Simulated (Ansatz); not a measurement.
# Pt(100) / 3 layers Ir(100) / Pt(100): resistance against film thickness, part 2 of 2

Aim: what a thin film of another metal adds to the resistance, first Pt(100) / 3 layers Ir(100) / Pt(100).

Ansatz 0.2.0; Ansatz plane-wave DFT, LDA, PAW files; ballistic transport by layer matching (Landauer), zero bias; PAW set soft_1.

So far. Step 2 (With 3 layers): The lead's potential steps by 11 meV from period to period, small in itself. The program estimates the junction's conductance to 5.8 % from the k-mesh, 2.4 % from the leads' distance from neutral and 7.2 % from their steps. Step 3 (With 5 layers, k-mesh 13×13×1, film layers 5): The conductance of the junction is 1.1e15 S/m², 14 % under the 1.3e15 S/m² of the last finished run.

### 4. With 6 layers, k-mesh 13×13×1, film layers 6

The stack now holds 6 film layers; the k-mesh follows the cell, and the energies span -0.27 to 0.27 eV.

System of this step: Pt(100) / 6 layers Ir(100) / Pt(100). The cell holds 14 atoms: 8 Pt and 6 Ir. Its edges and angles: a = 2.773 Å, b = 2.773 Å, c = 26.726 Å, α = 90.0°, β = 90.0°, γ = 90.0°. It derives from Pt and Ir. Regions: lead, 8 atoms (8 Pt); films, 6 atoms (6 Ir). The structure is stacked along c, and the current runs across the ab planes.

Contents of input.yaml:

```yaml
crystal:
  lattice:
    - [2.7731313745, 0.0, 0.0]
    - [0.0, 2.7731313745, 0.0]
    - [0.0, 0.0, 26.7264724529]
  atoms:
    - { symbol: Pt, position: [0.0, 0.0, 0.0366846018] }
    - { symbol: Pt, position: [0.5, 0.5, 0.1100538055] }
    - { symbol: Pt, position: [0.0, 0.0, 0.1834230091] }
    - { symbol: Pt, position: [0.5, 0.5, 0.2567922127] }
    - { symbol: Ir, position: [0.0, 0.0, 0.3278973455] }
    - { symbol: Ir, position: [0.5, 0.5, 0.3967384073] }
    - { symbol: Ir, position: [0.0, 0.0, 0.4655794691] }
    - { symbol: Ir, position: [0.5, 0.5, 0.5344205309] }
    - { symbol: Ir, position: [0.0, 0.0, 0.6032615927] }
    - { symbol: Ir, position: [0.5, 0.5, 0.6721026545] }
    - { symbol: Pt, position: [0.0, 0.0, 0.7432077873] }
    - { symbol: Pt, position: [0.5, 0.5, 0.8165769909] }
    - { symbol: Pt, position: [0.0, 0.0, 0.8899461945] }
    - { symbol: Pt, position: [0.5, 0.5, 0.9633153982] }
kpoints:
  mp_grid: { grid: [13, 13, 1] }
hamiltonian:
  xc: lda
  pseudopotentials: { kind: paw, azcp: { folder: soft_1 }, xc_functional: pbe }
scf:
  occupations: { method: fermi_dirac, width: 0.1 }
output:
  transmission:
    leads: [[0, 1]]
    kmesh: [26, 26]
    e_range: [-0.27, 0.27]
    de: 0.036
  write_potential: true
  write_density: true
  volumetric_format: npy
```

Run with:

```console
$ ansatz run input.yaml --threads 4 --pin off --max-ram 8192MiB --backend cpu --events-out ev --progress --plain --runs-dir out
```

Numbers of over 12 decimals in the logs are rounded to 6 here.

The log of the run:

```text
[...]
Crystal: 14 atoms, lattice volume = 205.533 Å³
Basis set: ecut = 420 eV, 4101 PW (Γ)
Bands: 148, of which v1, the nominal top of the filled ones, is band 123 counted from 1 (122 counted from 0)
Symmetry: 16 space group operations
[...]
k-points: 28 of 169
[...]
--- Transmission ---
  basis      : 69 plane waves across, 51 finite elements along
  points     : 105, standing for a mesh of 26 x 26
[...]
filled         : 9.2 meV over the level at which it is neutral
    channels       : 2.130178e0 a spin
[...]
slowest decay  : 0.0235 /Å at (0.4615, 0.0385)
  junction   : crystal 0 to crystal 0, 0.70 to 25.46 Å
    transmission   : 1.051481e0 a spin
[...]
resistance     : 4.7304e-4 Ω µm² beyond half of each lead's own
[key lines of the parts left out:]
SCF converged after 11 iterations
Free energy (F): -167957.466798 eV
Fermi energy:    24.041935 eV
```

Elapsed: 1.7 min, on 4 threads of Arm Neoverse V1, shared host; peak memory 1.2 GiB.

Numbers from this step:

- free energy: -167957.4668 eV
- energy at zero smearing: -167957.1649 eV
- Fermi energy: 24.04 eV
- step of the lead's potential: 15.5 meV
- ballistic conductance of the lead: 2.20e15 S/m²
- estimated errors of the lead's conductance: 0, 5, 1.5 % (band edges, k-mesh, distance from neutral)
- lead conductance per cell: 2.186 G₀
- conductance of the junction: 1.08e15 S/m²
- junction conductance per cell: 1.071 G₀
- estimated errors of the junction's conductance: 0.5, 0.1, 6.5, 17.2, 1.5 % (energy step, band edges, k-mesh, leads' steps, distance from neutral)
- area resistance that the stack adds (contact term taken off, spin by spin): 0.4730 fΩ m²

Per spin. Transmission, zone mean against energy, zero at the Fermi level:

| energy (eV) | transmission, zone mean |
| --- | --- |
| -0.270 | 1.35 |
| -0.234 | 1.35 |
| -0.198 | 1.33 |
| -0.162 | 1.28 |
| -0.126 | 1.25 |
| -0.090 | 1.21 |
| -0.054 | 1.17 |
| -0.018 | 1.11 |
| 0.018 | 1.05 |
| 0.054 | 0.954 |
| 0.090 | 0.880 |
| 0.126 | 0.863 |
| 0.162 | 0.773 |
| 0.198 | 0.715 |
| 0.234 | 0.715 |
| 0.270 | 0.670 |

The conductance of the junction is 1.1e15 S/m², 1.3 % under the 1.1e15 S/m² of the last finished run, within the error estimates, leads' steps apart, of 6.7 and 6.5 %. The estimate from the leads' steps, 17 %, is larger still.

### 5. With 8 layers, k-mesh 13×13×1, film layers 8

The stack now holds 8 film layers; the k-mesh follows the cell, and the energies span -0.27 to 0.27 eV.

System of this step: Pt(100) / 8 layers Ir(100) / Pt(100). The cell holds 16 atoms: 8 Pt and 8 Ir. Its edges and angles: a = 2.773 Å, b = 2.773 Å, c = 30.406 Å, α = 90.0°, β = 90.0°, γ = 90.0°. It derives from Pt and Ir. Regions: lead, 8 atoms (8 Pt); films, 8 atoms (8 Ir). The structure is stacked along c, and the current runs across the ab planes.

input.yaml, the sections that differ from step 4:

```yaml
crystal:
  lattice:
    - [2.7731313745, 0.0, 0.0]
    - [0.0, 2.7731313745, 0.0]
    - [0.0, 0.0, 30.4062299373]
  atoms:
    - { symbol: Pt, position: [0.0, 0.0, 0.0322450367] }
    - { symbol: Pt, position: [0.5, 0.5, 0.0967351101] }
    - { symbol: Pt, position: [0.0, 0.0, 0.1612251835] }
    - { symbol: Pt, position: [0.5, 0.5, 0.2257152568] }
    - { symbol: Ir, position: [0.0, 0.0, 0.2882152568] }
    - { symbol: Ir, position: [0.5, 0.5, 0.3487251835] }
    - { symbol: Ir, position: [0.0, 0.0, 0.4092351101] }
    - { symbol: Ir, position: [0.5, 0.5, 0.4697450367] }
    - { symbol: Ir, position: [0.0, 0.0, 0.5302549633] }
    - { symbol: Ir, position: [0.5, 0.5, 0.5907648899] }
    - { symbol: Ir, position: [0.0, 0.0, 0.6512748165] }
    - { symbol: Ir, position: [0.5, 0.5, 0.7117847432] }
    - { symbol: Pt, position: [0.0, 0.0, 0.7742847432] }
    - { symbol: Pt, position: [0.5, 0.5, 0.8387748165] }
    - { symbol: Pt, position: [0.0, 0.0, 0.9032648899] }
    - { symbol: Pt, position: [0.5, 0.5, 0.9677549633] }
# kpoints, hamiltonian, scf, output: as in step 4
```

The log of the run:

```text
[...]
Crystal: 16 atoms, lattice volume = 233.832 Å³
Basis set: ecut = 420 eV, 4657 PW (Γ)
Bands: 168, of which v1, the nominal top of the filled ones, is band 140 counted from 1 (139 counted from 0)
Symmetry: 16 space group operations
[...]
k-points: 28 of 169
[...]
--- Transmission ---
  basis      : 69 plane waves across, 57 finite elements along
  points     : 105, standing for a mesh of 26 x 26
[...]
filled         : 9.3 meV over the level at which it is neutral
    channels       : 2.127219e0 a spin
[...]
slowest decay  : 0.0239 /Å at (0.4615, 0.0385)
  junction   : crystal 0 to crystal 0, 0.70 to 29.14 Å
    transmission   : 1.082424e0 a spin
[...]
resistance     : 4.5186e-4 Ω µm² beyond half of each lead's own
[key lines of the parts left out:]
SCF converged after 12 iterations
Free energy (F): -191286.479555 eV
Fermi energy:    24.208933 eV
```

The job ended after 2 min (4 threads; peak memory 1.4 GiB; 7 min of CPU time).

Numbers from this step:

```
free energy                                                                : -191286.4796 eV
energy at zero smearing                                                    : -191286.1390 eV
Fermi energy                                                               : 24.21 eV
step of the lead's potential                                               : 15.9 meV
estimated errors of the lead's conductance                                 : 0, 5, 1.6 % (band edges, k-mesh, distance from neutral)
lead conductance per cell                                                  : 2.185 G₀
conductance of the junction                                                : 1.10e15 S/m²
junction conductance per cell                                              : 1.096 G₀
estimated errors of the junction's conductance                             : 0.1, 0.2, 6.1, 20, 1.5 % (energy step, band edges, k-mesh, leads' steps, distance from neutral)
area resistance that the stack adds (contact term taken off, spin by spin) : 0.4519 fΩ m²
```

Per spin. Table of transmission, zone mean by energy, zero at the Fermi level:

| energy (eV) | transmission, zone mean |
| --- | --- |
| -0.270 | 1.24 |
| -0.234 | 1.23 |
| -0.198 | 1.21 |
| -0.162 | 1.22 |
| -0.126 | 1.16 |
| -0.090 | 1.19 |
| -0.054 | 1.19 |
| -0.018 | 1.15 |
| 0.018 | 1.08 |
| 0.054 | 0.976 |
| 0.090 | 0.861 |
| 0.126 | 0.810 |
| 0.162 | 0.781 |
| 0.198 | 0.788 |
| 0.234 | 0.766 |
| 0.270 | 0.739 |

The conductance of the junction is 1.1e15 S/m², 2.3 % over the 1.1e15 S/m² of the last finished run, within the error estimates, leads' steps apart, of 6.5 and 6.1 %. The estimate from the leads' steps, 20 %, is larger still.

### 6. With 10 layers, k-mesh 13×13×1, film layers 10

The stack now holds 10 film layers; the k-mesh follows the cell, and the energies span -0.27 to 0.27 eV.

System of this step: Pt(100) / 10 layers Ir(100) / Pt(100). The cell holds 18 atoms: 8 Pt and 10 Ir. Its edges and angles: a = 2.773 Å, b = 2.773 Å, c = 34.086 Å, α = 90.0°, β = 90.0°, γ = 90.0°. It derives from Pt and Ir. Regions: lead, 8 atoms (8 Pt); films, 10 atoms (10 Ir). The structure is stacked along c, and the current runs across the ab planes.

input.yaml, the sections that differ from step 5:

```yaml
crystal:
  lattice:
    - [2.7731313745, 0.0, 0.0]
    - [0.0, 2.7731313745, 0.0]
    - [0.0, 0.0, 34.0859874216]
  atoms:
    - { symbol: Pt, position: [0.0, 0.0, 0.0287640193] }
    - { symbol: Pt, position: [0.5, 0.5, 0.0862920579] }
    - { symbol: Pt, position: [0.0, 0.0, 0.1438200965] }
    - { symbol: Pt, position: [0.5, 0.5, 0.2013481351] }
    - { symbol: Ir, position: [0.0, 0.0, 0.2571009389] }
    - { symbol: Ir, position: [0.5, 0.5, 0.3110785081] }
    - { symbol: Ir, position: [0.0, 0.0, 0.3650560772] }
    - { symbol: Ir, position: [0.5, 0.5, 0.4190336463] }
    - { symbol: Ir, position: [0.0, 0.0, 0.4730112154] }
    - { symbol: Ir, position: [0.5, 0.5, 0.5269887846] }
    - { symbol: Ir, position: [0.0, 0.0, 0.5809663537] }
    - { symbol: Ir, position: [0.5, 0.5, 0.6349439228] }
    - { symbol: Ir, position: [0.0, 0.0, 0.6889214919] }
    - { symbol: Ir, position: [0.5, 0.5, 0.7428990611] }
    - { symbol: Pt, position: [0.0, 0.0, 0.7986518649] }
    - { symbol: Pt, position: [0.5, 0.5, 0.8561799035] }
    - { symbol: Pt, position: [0.0, 0.0, 0.9137079421] }
    - { symbol: Pt, position: [0.5, 0.5, 0.9712359807] }
# kpoints, hamiltonian, scf, output: as in step 5
```

The log of the run:

```text
[...]
Crystal: 18 atoms, lattice volume = 262.130 Å³
Basis set: ecut = 420 eV, 5189 PW (Γ)
Bands: 189, of which v1, the nominal top of the filled ones, is band 157 counted from 1 (156 counted from 0)
Symmetry: 16 space group operations
[...]
k-points: 28 of 169
[...]
--- Transmission ---
  basis      : 69 plane waves across, 65 finite elements along
  points     : 105, standing for a mesh of 26 x 26
[...]
filled         : 9.6 meV over the level at which it is neutral
    channels       : 2.127219e0 a spin
[...]
slowest decay  : 0.0240 /Å at (0.4615, 0.0385)
  junction   : crystal 0 to crystal 0, 0.70 to 32.82 Å
    transmission   : 1.021242e0 a spin
[...]
resistance     : 4.7878e-4 Ω µm² beyond half of each lead's own
[key lines of the parts left out:]
SCF converged after 12 iterations
Free energy (F): -214615.502213 eV
Fermi energy:    24.336934 eV
```

It took 2.4 min on 4 threads; peak memory 1.7 GiB; 8.3 min of CPU time.

Numbers from this step:

```yaml
free_energy: -214615.5022 eV
energy_at_zero_smearing: -214615.1224 eV
fermi_energy: 24.34 eV
step_of_the_lead_s_potential: 15.3 meV
lead_conductance_per_cell: 2.184 G₀
conductance_of_the_junction: 1.07e15 S/m²
junction_conductance_per_cell: 1.064 G₀
estimated_errors_of_the_junction_s_conductance: 0.3, 0, 6.3, 17.5, 1.7 % (energy step, band edges, k-mesh, leads' steps, distance from neutral)
area_resistance_that_the_stack_adds_contact_term_taken_off_spin_by_spin: 0.4788 fΩ m²
```

Per spin. Transmission, zone mean against energy, zero at the Fermi level:

| energy (eV) | transmission, zone mean |
| --- | --- |
| -0.270 | 1.30 |
| -0.234 | 1.27 |
| -0.198 | 1.24 |
| -0.162 | 1.23 |
| -0.126 | 1.20 |
| -0.090 | 1.19 |
| -0.054 | 1.18 |
| -0.018 | 1.10 |
| 0.018 | 1.02 |
| 0.054 | 0.952 |
| 0.090 | 0.878 |
| 0.126 | 0.840 |
| 0.162 | 0.793 |
| 0.198 | 0.727 |
| 0.234 | 0.661 |
| 0.270 | 0.657 |

The conductance of the junction is 1.1e15 S/m², 2.9 % under the 1.1e15 S/m² of the last finished run, within the error estimates, leads' steps apart, of 6.1 and 6.3 %. The estimate from the leads' steps, 18 %, is larger still.

### 7. Cost and result by level

Times are for 4 threads of Arm Neoverse V1, shared host. Results by setting:

| no. | film layers | area resistance that the stack adds (contact term taken off, spin by spin) (fΩ m²) | conductance of the junction (S/m²) | time | memory (GiB) |
| --- | --- | --- | --- | --- | --- |
| 1 | 3 | 0.3250 | 1.28e15 | 3.1 min | 1.2 |
| 2 | 5 | 0.4561 | 1.09e15 | 98 s | 1.2 |
| 3 | 6 | 0.4730 | 1.08e15 | 1.7 min | 1.2 |
| 4 | 8 | 0.4519 | 1.10e15 | 2 min | 1.4 |
| 5 | 10 | 0.4788 | 1.07e15 | 2.4 min | 1.7 |

### 8. With 5 layers

A repeat with other settings, which the program refuses.

This step: Ansatz plane-wave DFT, PBEsol, PAW files; ballistic transport by layer matching (Landauer), zero bias; changed: hamiltonian.pseudopotentials = {"kind": "paw", "source": "jth"}, kpoints.mp_grid.shift = [0.5, 0.5, 0.0], hamiltonian.xc = "pbesol" (Ansatz 0.2.0).

System of this step: Pt(100) / 5 layers Ir(100) / Pt(100). The cell holds 14 atoms: 9 Pt and 5 Ir. Cell: a = 2.773 Å, b = 2.773 Å, c = 26.847 Å, α = 90.0°, β = 90.0°, γ = 90.0°. It derives from Pt and Ir. Regions: lead, 9 atoms (9 Pt); films, 5 atoms (5 Ir). The structure is stacked along c, and the current runs across the ab planes.

Contents of input.yaml:

```yaml
crystal:
  lattice:
    - [2.7731313745, 0.0, 0.0]
    - [0.0, 2.7731313745, 0.0]
    - [0.0, 0.0, 26.8474937108]
  atoms:
    - { symbol: Pt, position: [0.0, 0.0, 0.0365192375] }
    - { symbol: Pt, position: [0.5, 0.5, 0.1095577126] }
    - { symbol: Pt, position: [0.0, 0.0, 0.1825961877] }
    - { symbol: Pt, position: [0.5, 0.5, 0.2556346627] }
    - { symbol: Ir, position: [0.0, 0.0, 0.3264192727] }
    - { symbol: Ir, position: [0.5, 0.5, 0.3949500176] }
    - { symbol: Ir, position: [0.0, 0.0, 0.4634807625] }
    - { symbol: Ir, position: [0.5, 0.5, 0.5320115073] }
    - { symbol: Ir, position: [0.0, 0.0, 0.6005422522] }
    - { symbol: Pt, position: [0.5, 0.5, 0.6713268622] }
    - { symbol: Pt, position: [0.0, 0.0, 0.7443653373] }
    - { symbol: Pt, position: [0.5, 0.5, 0.8174038123] }
    - { symbol: Pt, position: [0.0, 0.0, 0.8904422874] }
    - { symbol: Pt, position: [0.5, 0.5, 0.9634807625] }
kpoints:
  mp_grid: { grid: [13, 13, 1], shift: [0.5, 0.5, 0.0] }
hamiltonian:
  xc: pbesol
  pseudopotentials: { kind: paw, source: jth }
scf:
  occupations: { method: fermi_dirac, width: 0.1 }
output:
  transmission:
    leads: [[0, 1]]
    kmesh: [26, 26]
    e_range: [-0.27, 0.27]
    de: 0.036
  write_potential: true
  write_density: true
  volumetric_format: npy
```

The log of the run:

```text
Error: inconsistent input (hamiltonian.pseudopotentials.source, hamiltonian.xc, hamiltonian.pseudopotentials.xc_functional): this build's library has no table of `source: jth` for `kind: paw` and the PBEsol files: it has one for `kind: paw` and the PBE files, or for `kind: paw` and the LDA files. Leave `source` out
```

It took 0.03 s on 4 threads; peak memory 0.037 GiB.

The input was rejected at the start.

The program's message: “Error: inconsistent input (hamiltonian.pseudopotentials.source, hamiltonian.xc, hamiltonian.pseudopotentials.xc_functional): this build's library has no table of `source: jth` for `kind: paw` and the …”

### 9. Results

```
area resistance, 3 layers  : 0.325 fΩ m²
area resistance, 5 layers  : 0.456 fΩ m²
area resistance, 6 layers  : 0.473 fΩ m²
area resistance, 8 layers  : 0.452 fΩ m²
area resistance, 10 layers : 0.479 fΩ m²
```

What this shows: The stack adds 0.33 fΩ m² with 3 layers and 0.48 fΩ m² with 10. From 5 layers on no step exceeds the two runs' error estimates together, as expected where only the two interfaces scatter; half the mean, 0.23 fΩ m², is a rough coherent figure for one interface. Atoms sit on ideal sites and aren't relaxed. Spin-orbit coupling is left out, which matters for Ir and Pt. Ir(100) is stretched by 2.1 % in plane to fit Pt(100), at its own atomic volume.

[Logs are printed without paths, hosts, clocks, repeated set-up lines and the standing remarks that a program may print on its own settings, such as how far it seeks lower states.]

[Hosts, paths, dates, database ids (printed as entryN), source tags and the programs' standing remarks are cut or masked in the printed files.]
